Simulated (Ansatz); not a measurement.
# MoS2: a line through a two-coordinate scan

Aim: follow the energy of MoS2 (P-6m2, No. 187; 3 atoms in the cell) along one coordinate, c/a of the conventional cell, with the other held at volume per atom = 19.03 Å³.

Program: Ansatz 0.2.0. Level of theory: DFT PBE+D3(BJ), scalar-relativistic, plane waves, PAW. These are calculated values, not measurements.

17 further runs of the same task are left out: 17 set aside as unsound or not needed.

### 1 The structure to begin with

It takes space group P-6m2 (No. 187, hexagonal). The conventional cell has a = 3.149 Å, b = 3.149 Å, c = 6.645 Å, α = 90.00°, β = 90.00°, γ = 120.00°. Around Mo (site symmetry -6m2) lie 6 S at 2.40 Å. S (site symmetry 3m) is surrounded by 3 Mo at 2.40 Å.

Structure file:

```cif
data_structure
_symmetry_space_group_name_H-M 'P 1'
_symmetry_Int_Tables_number 1
_cell_length_a 3.1494
_cell_length_b 3.1494
_cell_length_c 6.6448
_cell_angle_alpha 90.000
_cell_angle_beta 90.000
_cell_angle_gamma 120.000
_cell_volume 57.08
loop_
_atom_site_label
_atom_site_type_symbol
_atom_site_fract_x
_atom_site_fract_y
_atom_site_fract_z
_atom_site_occupancy
Mo1 Mo 0.00000 0.00000 0.00000 1
S1 S 0.33333 0.66667 0.23579 1
S2 S 0.33333 0.66667 0.76421 1
```

It goes back to an entry of the Materials Project, which need not be the stable form.

It is the result of an earlier relaxation at this level (volume 19.03 Å³/atom; gap on the mesh: 1.20 eV).

### 2 What is varied

The energy is mapped over volume and the cell's shape.

The axes are (1) volume per atom: 7 values from 16.74 to 21.31 Å³; (2) c/a of the conventional cell: 7 values from 1.947 to 2.286.

Nothing else is relaxed (fractional coordinates fixed). Energies count from the relaxed crystal. Points are written as (first, second).

### 3 Point (19.03 Å³, 1.947)

Input file input.yaml:

```yaml
crystal:
  lattice:
    - [3.2347362371, 0.0, 0.0]
    - [-1.6173681186, 2.8013637559, 0.0]
    - [0.0, 0.0, 6.2990018746]
  atoms:
    - { symbol: Mo, position: [0.0, 0.0, 0.0] }
    - { symbol: S, position: [0.3333333333, 0.6666666667, 0.2357940733] }
    - { symbol: S, position: [0.3333333333, 0.6666666667, 0.7642059267] }
basis:
  ecutwfc: 420
kpoints:
  mp_grid: { grid: [12, 12, 6] }
hamiltonian:
  xc: pbe
  dispersion: d3bj
scf:
  occupations: { method: gaussian, width: 0.05 }
output:
  forces: true
  stress: true
  eigenvalues: true
```

On the command line:

```console
> ansatz run input.yaml --threads 1 --pin off --max-ram 2048MiB --backend cpu --events-out ev --progress --plain --runs-dir out
```

What it wrote (excerpt; [...] marks lines left out):

```text
Warning: RAYON_NUM_THREADS=1 ignored (pool sized by the plan → 1); use --threads N
[...]
Pseudopotentials: kind: paw
Pseudopotential: Mo, paw, valence charge 14, recommended cutoff 420 eV (normal), Mo.paw.azcp
Pseudopotential: S, paw, valence charge 6, recommended cutoff 420 eV (normal), S.paw.azcp
Functional definition: PBE
[...]
Crystal: 3 atoms, lattice volume = 57.079 Å³
Basis set: ecut = 420 eV, 1137 PW (Γ), exchange–correlation on 48×48×90 points (8 copies of the dense FFT grid, shifted against one another)
Bands: 17, of which v1, the nominal top of the filled ones, is band 13 counted from 1 (12 counted from 0)
Symmetry: 12 space group operations
Space group: P-6m2 (ITA 187), of the structure as read, at distance tolerance 3.9e-5 Å
k-points: 76 of 864 (time reversal used)
[...]
SCF iter   1: F=—  HF=-6763.816447 eV  |F-HF|=—  |Δ(HF+E_count)|=         —  Δρ=5.11e-3  dr2=3.81e-3  ethr=1.77e-3  ⟨swp⟩=6.0  Hψ=7097  notcnv=0
[...]
SCF iter   7: F=-6763.823013 eV  HF=-6763.823013 eV  |F-HF|=1.10e-8  |Δ(HF+E_count)|=   3.78e-7  Δρ=5.39e-6  dr2=2.06e-8  ethr=3.85e-10  ⟨swp⟩=6.9  Hψ=6175  notcnv=0
[...]
SCF converged after 7 iterations
Free energy (F): -6763.823013 eV
[...]
E sigma→0 (E₀):  -6763.823012 eV
Entropy (-TS):   -0.000001 eV (-0.000 meV/atom)
Fermi energy:    10.404918 eV
[...]
--- Forces (eV/Å), atoms counted from 1 ---
  atom   1  Mo     0.00000000    -0.00000000     0.00000000
  atom   2  S      0.00000000    -0.00000000     0.96506741
  atom   3  S      0.00000000    -0.00000000    -0.96506741
[...]
--- Stress (GPa, compression-positive) ---
       -3.508251      -0.000000       0.000000
       -0.000000      -3.508251      -0.000000
        0.000000      -0.000000      10.128804
  P = ⅓ Tr σ = 1.0374 GPa (10.374 kbar)
--- Band table (eV; the first three rows and the last of 76) ---
  k-point 0: bands = ["-51.6091", "-25.7323", "-25.5956", "-25.5956", "-4.9873", "-3.2048", "3.2073", "6.2027", "6.2027", "7.4252", "7.4252", "8.9322", "9.1938", "11.9937", "11.9937", "12.3036", "12.3036"]
[...]
```

It took 8.9 s on 1 thread of AMD EPYC 7R43 (Zen 3), shared host; peak memory 0.4 GiB.

On the map this point reads 43 meV/atom.

### 4 Point (19.03 Å³, 2.000)

Edit input.yaml of step 3 so:

```diff
@@ -2,5 +2,5 @@
   lattice:
-    - [3.2347362371, 0.0, 0.0]
-    - [-1.6173681186, 2.8013637559, 0.0]
-    - [0.0, 0.0, 6.2990018746]
+    - [3.2060712019, 0.0, 0.0]
+    - [-1.603035601, 2.7765391072, 0.0]
+    - [0.0, 0.0, 6.4121424038]
   atoms:
```

On the command line:

```console
> ansatz run input.yaml --threads 1 --pin off --max-ram 2048MiB --backend cpu --events-out ev --progress --plain --runs-dir out
```

What it wrote (excerpt; [...] marks lines left out):

```text
Warning: RAYON_NUM_THREADS=1 ignored (pool sized by the plan → 1); use --threads N
[...]
[... 4 set-up lines as earlier in the session ...]
[...]
Crystal: 3 atoms, lattice volume = 57.079 Å³
Basis set: ecut = 420 eV, 1113 PW (Γ), exchange–correlation on 48×48×90 points (8 copies of the dense FFT grid, shifted against one another)
Bands: 17, of which v1, the nominal top of the filled ones, is band 13 counted from 1 (12 counted from 0)
[... 2 set-up lines as earlier in the session ...]
k-points: 76 of 864 (time reversal used)
[...]
SCF iter   1: F=—  HF=-6763.888693 eV  |F-HF|=—  |Δ(HF+E_count)|=         —  Δρ=5.22e-3  dr2=5.35e-3  ethr=1.77e-3  ⟨swp⟩=6.0  Hψ=7121  notcnv=0
[...]
SCF iter   7: F=-6763.895252 eV  HF=-6763.895252 eV  |F-HF|=1.87e-8  |Δ(HF+E_count)|=   5.22e-7  Δρ=5.28e-6  dr2=1.30e-8  ethr=3.85e-10  ⟨swp⟩=6.5  Hψ=6395  notcnv=0
[...]
SCF converged after 7 iterations
Free energy (F): -6763.895252 eV
[...]
E sigma→0 (E₀):  -6763.895252 eV
Fermi energy:    10.396287 eV
[...]
--- Forces (eV/Å), atoms counted from 1 ---
  atom   1  Mo    -0.00000000     0.00000000     0.00000000
  atom   2  S      0.00000000     0.00000000     0.64458688
  atom   3  S     -0.00000000     0.00000000    -0.64458688
[...]
--- Stress (GPa, compression-positive) ---
       -2.384895       0.000000       0.000000
        0.000000      -2.384895       0.000000
        0.000000       0.000000       6.751535
  P = ⅓ Tr σ = 0.6606 GPa (6.606 kbar)
--- Band table (eV; the first three rows and the last of 76) ---
  k-point 0: bands = ["-51.6003", "-25.7377", "-25.5637", "-25.5637", "-4.9877", "-3.3194", "3.2192", "6.3540", "6.3540", "7.5403", "7.5403", "8.6751", "9.0477", "12.0333", "12.0333", "12.2939", "12.2939"]
[...]
```

Wall time 6.1 s (1 thread of AMD EPYC 7R43 (Zen 3), shared host); peak memory 0.43 GiB.

On the map this point reads 19 meV/atom.

### 5 The run at (19.03 Å³, 2.054)

Edit input.yaml of step 4 so:

```diff
@@ -2,5 +2,5 @@
   lattice:
-    - [3.2060712019, 0.0, 0.0]
-    - [-1.603035601, 2.7765391072, 0.0]
-    - [0.0, 0.0, 6.4121424038]
+    - [3.1776221447, 0.0, 0.0]
+    - [-1.5888110724, 2.7519015009, 0.0]
+    - [0.0, 0.0, 6.5274714096]
   atoms:
```

On the command line:

```console
> ansatz run input.yaml --threads 1 --pin off --max-ram 2048MiB --backend cpu --events-out ev --progress --plain --runs-dir out
```

What it wrote (excerpt; [...] marks lines left out):

```text
Warning: RAYON_NUM_THREADS=1 ignored (pool sized by the plan → 1); use --threads N
[...]
[... 4 set-up lines as earlier in the session ...]
[...]
Crystal: 3 atoms, lattice volume = 57.079 Å³
Basis set: ecut = 420 eV, 1101 PW (Γ), exchange–correlation on 48×48×90 points (8 copies of the dense FFT grid, shifted against one another)
Bands: 17, of which v1, the nominal top of the filled ones, is band 13 counted from 1 (12 counted from 0)
[... 2 set-up lines as earlier in the session ...]
k-points: 76 of 864 (time reversal used)
[...]
SCF iter   1: F=—  HF=-6763.932231 eV  |F-HF|=—  |Δ(HF+E_count)|=         —  Δρ=5.32e-3  dr2=6.79e-3  ethr=1.77e-3  ⟨swp⟩=6.0  Hψ=7117  notcnv=0
[...]
SCF iter   7: F=-6763.938857 eV  HF=-6763.938857 eV  |F-HF|=1.42e-8  |Δ(HF+E_count)|=   3.51e-7  Δρ=3.58e-6  dr2=2.81e-9  ethr=3.85e-10  ⟨swp⟩=6.5  Hψ=6315  notcnv=0
[...]
SCF converged after 7 iterations
Free energy (F): -6763.938857 eV
[...]
E sigma→0 (E₀):  -6763.938857 eV
Fermi energy:    10.380204 eV
[...]
--- Forces (eV/Å), atoms counted from 1 ---
  atom   1  Mo    -0.00000000     0.00000000    -0.00000000
  atom   2  S      0.00000000     0.00000000     0.32169924
  atom   3  S      0.00000000     0.00000000    -0.32169924
[...]
--- Stress (GPa, compression-positive) ---
       -1.214113      -0.000000      -0.000000
       -0.000000      -1.214113       0.000000
       -0.000000       0.000000       3.374716
  P = ⅓ Tr σ = 0.3155 GPa (3.155 kbar)
--- Band table (eV; the first three rows and the last of 76) ---
  k-point 0: bands = ["-51.5894", "-25.7402", "-25.5284", "-25.5284", "-4.9937", "-3.4317", "3.2299", "6.5096", "6.5096", "7.6688", "7.6688", "8.4301", "8.8991", "12.0790", "12.0790", "12.2870", "12.2870"]
[...]
```

It took 7 s on 1 thread of AMD EPYC 7R43 (Zen 3), shared host; peak memory 0.42 GiB.

On the map this point reads 4.9 meV/atom.

### 6 Point (19.03 Å³, 2.167)

Edit input.yaml of step 5 so:

```diff
@@ -2,5 +2,5 @@
   lattice:
-    - [3.1776221447, 0.0, 0.0]
-    - [-1.5888110724, 2.7519015009, 0.0]
-    - [0.0, 0.0, 6.5274714096]
+    - [3.121501332, 0.0, 0.0]
+    - [-1.560750666, 2.7032994514, 0.0]
+    - [0.0, 0.0, 6.7642933864]
   atoms:
```

On the command line:

```console
> ansatz run input.yaml --threads 1 --pin off --max-ram 2048MiB --backend cpu --events-out ev --progress --plain --runs-dir out
```

What it wrote (excerpt; [...] marks lines left out):

```text
Warning: RAYON_NUM_THREADS=1 ignored (pool sized by the plan → 1); use --threads N
[...]
[... 4 set-up lines as earlier in the session ...]
[...]
Crystal: 3 atoms, lattice volume = 57.079 Å³
Basis set: ecut = 420 eV, 1115 PW (Γ), exchange–correlation on 48×48×96 points (8 copies of the dense FFT grid, shifted against one another)
Bands: 17, of which v1, the nominal top of the filled ones, is band 13 counted from 1 (12 counted from 0)
[... 2 set-up lines as earlier in the session ...]
k-points: 76 of 864 (time reversal used)
[...]
SCF iter   1: F=—  HF=-6763.932149 eV  |F-HF|=—  |Δ(HF+E_count)|=         —  Δρ=5.48e-3  dr2=7.58e-3  ethr=1.77e-3  ⟨swp⟩=6.0  Hψ=7170  notcnv=0
[...]
SCF iter   7: F=-6763.938737 eV  HF=-6763.938737 eV  |F-HF|=3.49e-8  |Δ(HF+E_count)|=   6.73e-7  Δρ=6.51e-6  dr2=1.60e-8  ethr=3.85e-10  ⟨swp⟩=5.1  Hψ=7207  notcnv=0
[...]
SCF converged after 7 iterations
Free energy (F): -6763.938737 eV
[...]
E sigma→0 (E₀):  -6763.938737 eV
Fermi energy:    10.133971 eV
[...]
--- Forces (eV/Å), atoms counted from 1 ---
  atom   1  Mo    -0.00000000    -0.00000000     0.00000000
  atom   2  S      0.00000000    -0.00000000    -0.32421814
  atom   3  S      0.00000000    -0.00000000     0.32421814
[...]
--- Stress (GPa, compression-positive) ---
        1.275236       0.000000       0.000000
        0.000000       1.275236       0.000000
        0.000000       0.000000      -3.365682
  P = ⅓ Tr σ = -0.2717 GPa (-2.717 kbar)
--- Band table (eV; the first three rows and the last of 76) ---
  k-point 0: bands = ["-51.5629", "-25.7383", "-25.4502", "-25.4502", "-5.0223", "-3.6507", "3.2474", "6.8293", "6.8293", "7.9629", "7.9629", "7.9739", "8.5963", "12.1877", "12.1877", "12.2843", "12.2843"]
[...]
```

Wall time 5.4 s (1 thread of AMD EPYC 7R43 (Zen 3), shared host); peak memory 0.43 GiB.

On the map this point reads 4.9 meV/atom.

### 7 Grid point (19.03 Å³, 2.226)

Edit input.yaml of step 6 so:

```diff
@@ -2,5 +2,5 @@
   lattice:
-    - [3.121501332, 0.0, 0.0]
-    - [-1.560750666, 2.7032994514, 0.0]
-    - [0.0, 0.0, 6.7642933864]
+    - [3.093814613, 0.0, 0.0]
+    - [-1.5469073065, 2.6793220494, 0.0]
+    - [0.0, 0.0, 6.8859031842]
   atoms:
@@ -22 +22,5 @@
   eigenvalues: true
+  write_density: true
+  write_potential: true
+  elf: true
+  volumetric_format: npy
```

On the command line:

```console
> ansatz run input.yaml --threads 1 --pin off --max-ram 2048MiB --backend cpu --events-out ev --progress --plain --runs-dir out
```

What it wrote:

```text
Warning: RAYON_NUM_THREADS=1 ignored (pool sized by the plan → 1); use --threads N
Engine: ansatz 0.2.0, x86_64-unknown-linux-gnu
[... 4 set-up lines as earlier in the session ...]
  parameter kappa = 0.804
  parameter beta = 0.06672455060314922
  exchange = pbe_x(kappa = kappa, mu = beta*pi^2/3)
  correlation = pbe_c(beta = beta)
Crystal: 3 atoms, lattice volume = 57.079 Å³
Basis set: ecut = 420 eV, 1115 PW (Γ), exchange–correlation on 48×48×96 points (8 copies of the dense FFT grid, shifted against one another)
Bands: 17, of which v1, the nominal top of the filled ones, is band 13 counted from 1 (12 counted from 0)
[... 2 set-up lines as earlier in the session ...]
k-points: 76 of 864 (time reversal used)
Non-local potential: Mo, projectors of the file, l = 0: 3, l = 1: 2, l = 2: 2, l = 3: 1
Non-local potential: S, projectors of the file, l = 0: 2, l = 1: 2, l = 2: 2
PAW form: soft (Blöchl's): semilocal exchange-correlation on the pseudo side does not see the compensation charge
PAW one-centre angular grid: Mo, 590 points (default); XC on 64 Gauss nodes
PAW one-centre angular grid: S, 110 points (default); XC on 64 Gauss nodes
Initial density: superposition of atomic densities (neutral atoms: chi_scale 0, normalization atom), corrected by the library's trained network
Initial wavefunctions: pseudopotential atomic-orbital guess
Functional: x = pbe(κ = 0.804, μ = 0.2195149727645171), c = pbe(β = 0.06672455060314922)
SCF iter   1: F=—  HF=-6763.887882 eV  |F-HF|=—  |Δ(HF+E_count)|=         —  Δρ=5.60e-3  dr2=7.35e-3  ethr=1.77e-3  ⟨swp⟩=6.1  Hψ=7187  notcnv=0
preconditioner: auto → none  [insulator: Δε(μ)=1.384 eV  Ē_g=8.135 eV  σ=0.050 eV  W_gap=1.00  n_scr=10 (ndim 8)  ℏωp=20.9 eV  f_vac=0.097  D(μ)=0.00/eV (n_scr^D=0)  ε∞_Penn≈7.6]
SCF iter   2: F=—  HF=-6763.892850 eV  |F-HF|=—  |Δ(HF+E_count)|=   4.97e-3  Δρ=3.40e-3  dr2=8.44e-3  ethr=2.83e-5  ⟨swp⟩=2.1  Hψ=2737  notcnv=0
SCF iter   3: F=—  HF=-6763.895613 eV  |F-HF|=—  |Δ(HF+E_count)|=   2.76e-3  Δρ=3.54e-3  dr2=1.86e-2  ethr=2.83e-5  ⟨swp⟩=2.0  Hψ=2112  notcnv=0
SCF iter   4: F=—  HF=-6763.893613 eV  |F-HF|=—  |Δ(HF+E_count)|=   2.00e-3  Δρ=1.68e-3  dr2=8.02e-4  ethr=2.83e-5  ⟨swp⟩=2.2  Hψ=1669  notcnv=0
SCF iter   5: F=—  HF=-6763.894423 eV  |F-HF|=—  |Δ(HF+E_count)|=   8.10e-4  Δρ=1.10e-4  dr2=9.43e-6  ethr=3.09e-6  ⟨swp⟩=2.0  Hψ=1842  notcnv=0
SCF iter   6: F=—  HF=-6763.894395 eV  |F-HF|=—  |Δ(HF+E_count)|=   2.81e-5  Δρ=3.22e-5  dr2=1.39e-6  ethr=3.63e-8  ⟨swp⟩=2.2  Hψ=2134  notcnv=0
SCF iter   7: F=-6763.894395 eV  HF=-6763.894395 eV  |F-HF|=2.87e-8  |Δ(HF+E_count)|=   2.26e-7  Δρ=1.02e-5  dr2=8.95e-8  ethr=3.85e-10  ⟨swp⟩=9.1  Hψ=10637  notcnv=0
SCF 1 converged in 7 iterations: F = -6763.894395 eV  dr2 = 8.95e-8
SCF converged after 7 iterations
Free energy (F): -6763.894395 eV
Harris-Foulkes:  -6763.894395 eV  (|F-HF|=2.87e-8)
Internal energy: -6763.894395 eV  (E = F + TS)
E sigma→0 (E₀):  -6763.894395 eV
Fermi energy:    10.015094 eV
--- Per-component energies (eV) ---
  E_band       = -180.991863
  E_kinetic    = 656.604166
  E_local      = -2414.830443  (includes V_loc(G=0)·N_el)
  E_nonlocal   = 199.197861
  E_hartree    = 968.379360
  E_xc         = -378.773936
  E_vxc        = -405.358864  (∫ρ·V_xc dr)
  E_paw        = -4401.531098  (= ΣΔE_a)
  E_vpaw       = -153.349744  (= ΣTr[D̂ρ^β])
  E_aug_tail   = 0.000043  (compensation charges beyond the density's cutoff)
  E_ewald      = -1391.742748
  E_disp       = -1.197601  (pairwise vdW)
  E_smearing   = -0.000000  (= −TS)
  E_closure    = -0.000000  (closes the sum)
  Σ components = -6763.894395   (vs F -6763.894395, Δ=0.00e0)
--- Forces (eV/Å), atoms counted from 1 ---
  atom   1  Mo    -0.00000000     0.00000000    -0.00000000
  atom   2  S      0.00000000     0.00000000    -0.64460036
  atom   3  S     -0.00000000     0.00000000     0.64460036
  max |Σ_I F_I| component: 4.39e-17 eV/Å
--- Stress (GPa, compression-positive) ---
        2.605285      -0.000000      -0.000000
       -0.000000       2.605285       0.000000
       -0.000000       0.000000      -6.732692
  P = ⅓ Tr σ = -0.5074 GPa (-5.074 kbar)
--- Band table (eV; the first three rows and the last of 76) ---
  k-point 0: bands = ["-51.5478", "-25.7342", "-25.4074", "-25.4074", "-5.0444", "-3.7585", "3.2540", "6.9919", "6.9919", "7.7608", "8.1276", "8.1276", "8.4425", "12.2503", "12.2503", "12.2902", "12.2902"]
  k-point 1: bands = ["-51.5478", "-25.7342", "-25.4074", "-25.4074", "-5.0238", "-3.7937", "3.3565", "6.9934", "6.9934", "7.3215", "8.1244", "8.1244", "8.7803", "12.2298", "12.2298", "12.3150", "12.3150"]
  k-point 2: bands = ["-51.5478", "-25.7342", "-25.4074", "-25.4074", "-4.9789", "-3.8671", "3.5882", "6.7393", "6.9964", "6.9964", "8.1182", "8.1182", "9.1316", "12.2079", "12.2079", "12.3457", "12.3457"]
  k-point 75: bands = ["-51.4879", "-25.7636", "-25.7183", "-25.6247", "-2.6568", "-2.4777", "3.7090", "4.5384", "5.1242", "5.9664", "6.1000", "6.5257", "9.3307", "11.3719", "11.7679", "13.0884", "14.1773"]
```

Wall time 6.5 s (1 thread of AMD EPYC 7R43 (Zen 3), shared host); peak memory 0.43 GiB.

Density in a lattice plane of the grid's cell (edges 3.09 and 6.89 Å, at 0.667 of the third edge), which holds S.

Ten even steps from '0' (0.01 e/Å³) to '9' (1.14 e/Å³):
```
4322223466
3455543333
3689985322
4894696312
3883496211
2699984101
1357752100
0122210000
0000000000
0000000000
0000000000
0122210000
1357752100
2699984101
3883496211
4894696312
3689985322
3455543333
4322223466
5221123698
```
Columns run along the first of these edges and rows up along the second, over one cell in 10 and 20 even steps from the bottom left corner. Atoms in the plane (fractional): S at (0.33, 0.24), S at (0.33, 0.76).

ELF in the same plane.

Values, 12 rows by 6 columns:
```
0.22 0.52 0.59 0.54 0.22 0.16
0.63 0.78 0.45 0.79 0.62 0.18
0.73 0.66 0.04 0.69 0.71 0.18
0.63 0.91 0.92 0.91 0.61 0.08
0.25 0.71 0.81 0.71 0.26 0.02
0.02 0.04 0.05 0.04 0.02 0.01
0.25 0.71 0.81 0.71 0.26 0.02
0.63 0.91 0.92 0.91 0.61 0.08
0.73 0.66 0.04 0.69 0.71 0.18
0.63 0.78 0.45 0.79 0.62 0.18
0.22 0.52 0.59 0.54 0.22 0.16
0.27 0.16 0.17 0.16 0.25 0.47
```
Columns run along the first of these edges and rows up along the second, over one cell in 6 and 12 even steps from the bottom left corner. Atoms in the plane (fractional): S at (0.33, 0.24), S at (0.33, 0.76).

Both are smooth fields of the valence electrons: close to the nuclei they are not physical.

Outside the cores ELF peaks at 0.95 beside S, off the lines to its neighbours, 0.9 Å from S; 0.86 on the S–Mo line, 0.8 Å from S; 0.48 between the atoms, 1.7 Å from Mo.

That is 20 meV/atom from the zero.

### 8 What came out

| c/a of the conventional cell | step | energy (meV/atom) | slope (meV/atom per unit) | pressure (GPa) | band gap on the k-mesh (eV) | largest force on an atom (eV/Å) |
| --- | --- | --- | --- | --- | --- | --- |
| 1.947 | 3 | 43 | −554 | 1.04 | 0.24 | 0.96 |
| 2.000 | 4 | 19 | −362 | 0.66 | 0.60 | 0.65 |
| 2.054 | 5 | 4.9 | −177 | 0.32 | 0.97 | 0.32 |
| 2.110 | – | 0 | 0 | 0.00 | 1.21 | 0.00 |
| 2.167 | 6 | 4.9 | 170 | −0.27 | 1.32 | 0.32 |
| 2.226 | 7 | 20 | 332 | −0.51 | 1.37 | 0.65 |
| 2.286 | – | 44 | 488 | −0.70 | 1.26 | 0.96 |

Energies count from the relaxed crystal. Rows without a step come from runs not printed here or follow by symmetry. Slopes come from the forces (and the stress, where the cell changes), not from differences of energies.

In words: Along the line the energy is lowest at 2.110, 0 meV/atom from the zero. Energies and slopes round the minimum, fitted together, put the minimum at 2.1098, with a curvature of about 3100 meV/atom per (unit)². The highest point computed, at 2.286, lies 44 meV/atom above the lowest. This is one cut through a surface in two coordinates; it holds the lowest point sampled, which need not be a minimum. A rigid map gives upper bounds: relaxing the other coordinates can only lower a point.

The gaps are Kohn-Sham values of a semilocal functional, not quasiparticle or optical gaps. Such gaps usually fall short of the measured ones.
